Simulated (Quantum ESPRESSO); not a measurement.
A run of Quantum ESPRESSO 7.5 is set up as follows.

run.py

```python
import numpy as np
from ase.calculators.espresso import Espresso, EspressoProfile
from ase.io import read

atoms = read('Pt.cif')

input_data = {
    'control': {'calculation': 'scf', 'prefix': 'pwscf', 'outdir': './tmp', 'tprnfor': True, 'tstress': True, 'disk_io': 'low'},
    'system': {'ecutwfc': 45.0, 'ecutrho': 360.0, 'nbnd': 14, 'occupations': 'smearing', 'smearing': 'fd', 'degauss': 0.00367493},
    'electrons': {'conv_thr': 2e-10, 'electron_maxstep': 120, 'mixing_beta': 0.5},
}
pseudopotentials = {'Pt': 'pt_pbesol_v1.4.uspp.F.UPF'}
profile = EspressoProfile(command='mpirun -n 2 pw.x -nk 2', pseudo_dir='pseudo')
dft = Espresso(profile=profile, input_data=input_data, pseudopotentials=pseudopotentials, kpts=(12, 12, 12), koffset=(0, 0, 0))
atoms.calc = dft

from ase.optimize import BFGS
from ase.filters import FrechetCellFilter
done = BFGS(FrechetCellFilter(atoms), trajectory='opt.traj').run(fmax=0.02, steps=30)
print('converged', done)
print('cell (A)', np.round(atoms.cell.cellpar(), 5))
print(f'energy {atoms.get_potential_energy():.8f} eV')
print('forces (eV/A)')
print(np.round(atoms.get_forces(), 6))
print('stress (eV/A^3, Voigt)')
print(np.round(atoms.get_stress(), 8))
print(f'Fermi level {dft.get_fermi_level():.4f} eV')
```

File Pt.cif:

```cif
data_Pt
_cell_length_a 2.74394953
_cell_length_b 2.74394953
_cell_length_c 2.74394953
_cell_angle_alpha 109.47122063
_cell_angle_beta 109.47122063
_cell_angle_gamma 109.47122063
_space_group_name_H-M_alt 'P1'
_space_group_name_Hall 'P 1'
_space_group_IT_number 1
loop_
_space_group_symop_operation_xyz
'x,y,z'
loop_
_atom_site_label
_atom_site_type_symbol
_atom_site_symmetry_multiplicity
_atom_site_Wyckoff_symbol
_atom_site_fract_x
_atom_site_fract_y
_atom_site_fract_z
_atom_site_occupancy
Pt1 Pt 1 a 0.0000000000 0.0000000000 0.0000000000 1
```

Potentials or basis: GBRV 1.5 PBEsol.

Launch:

```console
$ OMP_NUM_THREADS=1 python run.py
```

Task: What does it give for the relaxed volume?

Result: 15.14 Å³/atom.

Task: Estimate the band gap on the k mesh.

Result: None (metal or under the smearing width).

Task: Estimate the relaxed cell.

Result: a = 2.699 Å, b = 2.699 Å, c = 2.699 Å, α = 109.47°, β = 109.47°, γ = 109.47°.

The path:
| step | energy change (eV) | largest force (eV/Å) | pressure (GPa) | volume (Å³) |
| --- | --- | --- | --- | --- |
| 1 | 0.0000 | 0.0000 | -12.27 | 15.90 |
| 2 | -0.0282 | 0.0000 | 0.69 | 15.10 |
| 3 | -0.0284 | 0.0000 | -0.06 | 15.14 |

Spin-orbit coupling is left out, which matters for the levels of Pt.
